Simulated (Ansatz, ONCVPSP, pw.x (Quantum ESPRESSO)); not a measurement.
# Which Mo potential is closest to all-electron in the fcc crystal?

All use PBE, scalar-relativistic, no spin, cutoffs from each file’s atomic test, pw.x 7.5; 14³ k-points, Fermi–Dirac smearing 0.01 Ry. Δ is the rms difference from all-electron LAPW of the E(V) curves that follow from fits to the pressures, over ±6 % in volume. Mesh and smearing are coarse and serve the comparison alone. The files are a selection: those with a ghost or negative overlap were mostly not run, and those with noisy or unconverged pressures or nearly equal Δ are left out.

All-electron: a0 = 4.005 Å (V0 = 16.06 Å³/atom), B0 = 235.3 GPa.

Problem. Rank them by Δ, smallest first.
A. optimised norm-conserving Vanderbilt (ONCV), ONCVPSP 4.0.1.1 (patched build), PBE; core [Ar] 3d10, reference 4s2 4p6 4d5 5s0.75; waves: 4s+5s: rc 1.95 bohr, ncon 4, nbas 7, qcut 5.5 1/bohr, 2 projectors; 4p: rc 1.60 bohr, ncon 5, nbas 9, qcut 7.9 1/bohr, 2 projectors, debl 2.9 Ha; 4d: rc 1.95 bohr, ncon 5, nbas 9, qcut 8.6 1/bohr, 2 projectors, debl 3.7 Ha; f scattering state at 0.27 Ha: rc 1.75 bohr, ncon 4, nbas 8, qcut 7.3 1/bohr, 2 projectors, debl 0.4 Ha; local part: polynomial inside 1.45 bohr (lpopt 5, dvloc0 -1 Ha); core correction: none.
B. optimised norm-conserving Vanderbilt (ONCV), ONCVPSP 4.0.1.1 (patched build), PBE; core [Ar] 3d10, reference 4s2 4p6 4d5 5s1; waves: 4s+5s: rc 2.05 bohr, ncon 3, nbas 7, qcut 5 1/bohr, 2 projectors; 4p: rc 1.70 bohr, ncon 4, nbas 7, qcut 8.6 1/bohr, 1 projector; 4d: rc 2.10 bohr, ncon 4, nbas 8, qcut 6.9 1/bohr, 3 projectors, debl 2.4 Ha; f scattering state at 0.03 Ha: rc 2.15 bohr, ncon 4, nbas 9, qcut 5.2 1/bohr, 2 projectors, debl 2.2 Ha; local part: polynomial inside 1.70 bohr (lpopt 5, dvloc0 0 Ha); core correction: Teter function, fcfact 3, rcfact 1.3.
C. optimised norm-conserving Vanderbilt (ONCV), ONCVPSP 4.0.1.1 (patched build), PBE; core [Ar] 3d10, reference 4s2 4p6 4d5; waves: 4s: rc 1.70 bohr, ncon 4, nbas 7, qcut 9.3 1/bohr, 2 projectors, debl 2.5 Ha; 4p: rc 1.45 bohr, ncon 5, nbas 9, qcut 11.2 1/bohr, 2 projectors, debl 0.8 Ha; 4d: rc 1.55 bohr, ncon 4, nbas 7, qcut 5.2 1/bohr, 1 projector; local part: polynomial inside 1.25 bohr (lpopt 3, dvloc0 0 Ha); core correction: Teter function, fcfact 4.75, rcfact 1.5. In the s channel the program set the typed energies aside and used -2.613, 0.250 Ha. In the p channel the program set the typed energies aside and used -1.664, 0.250 Ha.
D. optimised norm-conserving Vanderbilt (ONCV), ONCVPSP 4.0.1.1 (patched build), PBE; core [Ar] 3d10, reference 4s2 4p6 4d5 5s1; waves: 4s+5s: rc 1.65 bohr, ncon 4, nbas 9, qcut 9.7 1/bohr, 2 projectors; 4p: rc 1.95 bohr, ncon 5, nbas 10, qcut 6.8 1/bohr, 2 projectors, debl 3.5 Ha; 4d: rc 2.50 bohr, ncon 3, nbas 7, qcut 5.4 1/bohr, 3 projectors, debl 1 Ha; local part: polynomial inside 1.45 bohr (lpopt 5, dvloc0 0 Ha); core correction: none.

Solution. A (0.4 meV/atom), C (1.2 meV/atom), D (2.6 meV/atom), B (20.0 meV/atom).
